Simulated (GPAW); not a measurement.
Wanted: an ASE script for a GPAW 26.7.0 run.

```
Task                : relaxation of cell and atoms
Functional          : PBE
Dispersion          : D3
Potentials or basis : GPAW PAW data sets (gpaw-data 1.2.1)
Cutoff              : 600 eV
Basis               : pw
k mesh              : 5 × 5 × 2
Occupations         : fermi-dirac, width 0.05 eV
Spin                : no spin polarisation
Maxiter             : 150
Optimizer           : BFGS
Fmax                : 0.02 eV/Å
Max steps           : 60
Convergence         : density=1e-05 forces=0.0001
```

The structure of WS2 (Tungstenite) lies in POSCAR:

```
WS2
1.0
    3.1800000000      0.0000000000      0.0000000000
   -1.5900000000      2.7539607840      0.0000000000
    0.0000000000      0.0000000000     12.5000000000
W S
2 4
Direct
    0.6666666667      0.3333333333      0.7500000000
    0.3333333333      0.6666666667      0.2500000000
    0.6666666667      0.3333333333      0.3750000000
    0.3333333333      0.6666666667      0.8750000000
    0.6666666667      0.3333333333      0.1250000000
    0.3333333333      0.6666666667      0.6250000000
```

These files were run (other wordings do the same):

run.py

```python
from ase.calculators.mixing import SumCalculator
from ase.filters import FrechetCellFilter
from ase.io import read, write
from ase.optimize import BFGS
from dftd3.ase import DFTD3
from gpaw import GPAW, PW

atoms = read('POSCAR')

calc = GPAW(mode=PW(600),
            xc='PBE',
            kpts={'size': (5, 5, 2), 'gamma': True},
            occupations={'name': 'fermi-dirac', 'width': 0.05},
            nbands=46,
            convergence={'density': 1e-05, 'forces': 0.0001},
            maxiter=150,
            txt='gpaw.txt')
atoms.calc = SumCalculator([calc, DFTD3(method='pbe', damping='d3zero')])
opt = BFGS(FrechetCellFilter(atoms), trajectory='relax.traj', logfile='-')
done = opt.run(fmax=0.02, steps=60)
calc.write('gs.gpw')
write('result.traj', atoms)
print('Converged:', done)
print('Cell:', atoms.cell.cellpar().round(4))
print('Volume:', round(atoms.get_volume(), 4))
print(atoms.get_scaled_positions().round(5))
```

Potentials or basis: GPAW PAW data sets (gpaw-data 1.2.1), pw.

Launch:

```console
$ OMP_NUM_THREADS=1 python run.py
```

Results of the run:

```json
{
 "Relaxed volume": "18.02 Å³/atom",
 "Relaxed cell": "a = 3.171 Å, b = 3.171 Å, c = 12.416 Å, α = 90.00°, β = 90.00°, γ = 120.00°",
 "Space group after relaxing (to 0.05 Å)": "P6_3/mmc (No. 194)",
 "Energy gained by relaxing": "0.8 meV/atom",
 "Ionic steps": "13",
 "Pressure after relaxing": "0.0 GPa",
 "Largest force after relaxing": "0.005 eV/Å",
 "Band gap on the k mesh": "1.08 eV, indirect (least direct gap 2.28 eV)",
 "Dispersion energy per atom": "-0.251 eV"
}
```

Caveat: the k mesh is coarse (spacing up to 0.46 Å⁻¹), so the values aren't converged; later steps reuse the first step's grids; spin-orbit coupling is left out, which moves the levels of the heavy elements; an odd mesh through Γ misses points on the zone boundary, where band edges often lie.

It took 7.1 min on 1 thread of Arm Neoverse V1, on a shared host, peak memory 0.28 GiB.
